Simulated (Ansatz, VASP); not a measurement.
Two plane-wave programs on P

```
P
1.0
     0.00000    1.96707    1.96707
     1.96707    0.00000    1.96707
     1.96707    1.96707    0.00000
P
1
Direct
  0.00000 0.00000 0.00000
```

The cell was built by a generator and needn't be a form met in nature.

Alike in both runs: task relaxation of cell and atoms; functional r2SCAN; k mesh 14 × 14 × 14; occupations fermi-dirac, width 0.1 eV; no spin polarisation.

|  | VASP | Ansatz |
| --- | --- | --- |
| version | VASP 6.6.1 | Ansatz 0.2.0 |
| potentials or method | VASP PAW PBE potentials, release 64 (P) | plane waves (500 eV) with PAW, scalar-relativistic |
| plane-wave cutoff (eV) | 600 | 500 |
| valence electrons in the cell | 5 | 5 |

VASP gave:

- relaxed volume (Å³/atom): 14.65
- relaxed cell length with the largest relative difference (Å): 2.746
- energy change over the relaxation (meV/atom): -6

Which values does Ansatz return?

Relaxed volume (Å³/atom): 14.64; relaxed cell length with the largest relative difference (Å): 2.746; energy change over the relaxation (meV/atom): -6.

Caveats: the PAW data sets were made with another functional, which shifts forces and pressure a little (VASP).
